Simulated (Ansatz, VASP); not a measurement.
# Tl in VASP and in Ansatz

```
Tl
1.0
    -2.04905    2.04905    1.74169
     2.04905   -2.04905    1.74169
     2.04905    2.04905   -1.74169
Tl
1
Direct
  0.00000 0.00000 0.00000
```

Alike in both runs: task single point; functional PBEsol; k mesh 20 × 20 × 20; occupations gaussian, width 0.15 eV; no spin polarisation.

|  | VASP | Ansatz |
| --- | --- | --- |
| version | VASP 6.6.1 | Ansatz 0.2.0 |
| potentials or method | VASP PAW PBE potentials, release 64 (Tl_d) | scalar-relativistic, plane waves, PAW |
| plane-wave cutoff (eV) | 520 | 420 |
| valence electrons in the cell | 13 | 13 |

|  | VASP | Ansatz | Ansatz less VASP |
| --- | --- | --- | --- |
| gap on the k mesh at the Fermi level (eV) | none | none | - |
| pressure (GPa) | -0.7 | -0.7 | +0.05 |
| largest component of the traceless stress (GPa) | 0.91 | 0.90 | -0.002 |

A gap of «none» marks a metal or a gap that the smearing closes. With one functional, cell and mesh, what is left measures potentials, basis and numerics.

Caveats: the PAW data sets were made with another functional, which shifts forces and pressure a little (VASP). Spin-orbit coupling is left out, which matters for the levels of Tl.
